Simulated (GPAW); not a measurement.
A run of GPAW 26.7.0:

Contents of run.py:

```python
import numpy as np
from ase.dft.bandgap import bandgap
from ase.io import read, write
from gpaw import GPAW, PW
from gpaw.response.df import DielectricFunction

atoms = read('POSCAR')

calc = GPAW(mode=PW(400),
            xc='GLLBSC',
            kpts={'size': (6, 6, 6), 'gamma': True},
            occupations={'name': 'fermi-dirac', 'width': 0.001},
            nbands=19,
            convergence={'density': 1e-06},
            maxiter=150,
            txt='gpaw.txt')
atoms.calc = calc
energy = atoms.get_potential_energy()
calc.write('gs.gpw')
write('result.traj', atoms)
print('Fermi level:', round(calc.get_fermi_level(), 4), 'eV')
print(f'Gap: {bandgap(calc)[0]:.4f} eV, direct: {bandgap(calc, direct=True)[0]:.4f} eV')

for size in [(18, 18, 18)]:
    name = 'x'.join(str(n) for n in size)
    dense = calc.fixed_density(kpts={'size': size, 'gamma': True},
                               nbands=36, convergence={'bands': 30, 'eigenstates': 1e-7},
                               update_fermi_level=True, txt=f'dense-{name}.txt')
    dense.write(f'{name}.gpw', mode='all')
    df = DielectricFunction(f'{name}.gpw', frequencies=np.array([0.0]), hilbert=False, eta=0.001,
                            ecut=80, nbands=30, intraband=False, txt=f'df-{name}.txt')
    for xc in ['RPA']:
        for direction in ['x', 'y', 'z', [0, 1, 1], [1, 0, 1], [1, 1, 0]]:
            e0, e = df.get_macroscopic_dielectric_constant(xc=xc, direction=direction)
            print(f'{name} {xc} {direction}: {e0:.4f} without, {e:.4f} with local fields')
```

Contents of POSCAR:

```
SnTe
1.0
    0.0000000000      3.1508500000      3.1508500000
    3.1508500000      0.0000000000      3.1508500000
    3.1508500000      3.1508500000      0.0000000000
Te Sn
1 1
Direct
    0.5000000000      0.5000000000      0.5000000000
    0.0000000000      0.0000000000      0.0000000000
```

Potentials or basis: the program's PAW data sets (release 1.2.1) made for this functional, pw.

Run with:

```console
$ OMP_NUM_THREADS=1 python run.py
```

Hardware: 1 thread of Arm Neoverse V1, with other jobs on the host.

Q: How long does it take, and how much memory?

A: It took 3.7 min on 1 thread of Arm Neoverse V1, with other jobs on the host, peak memory 0.44 GiB. Counts: scf iterations 34.
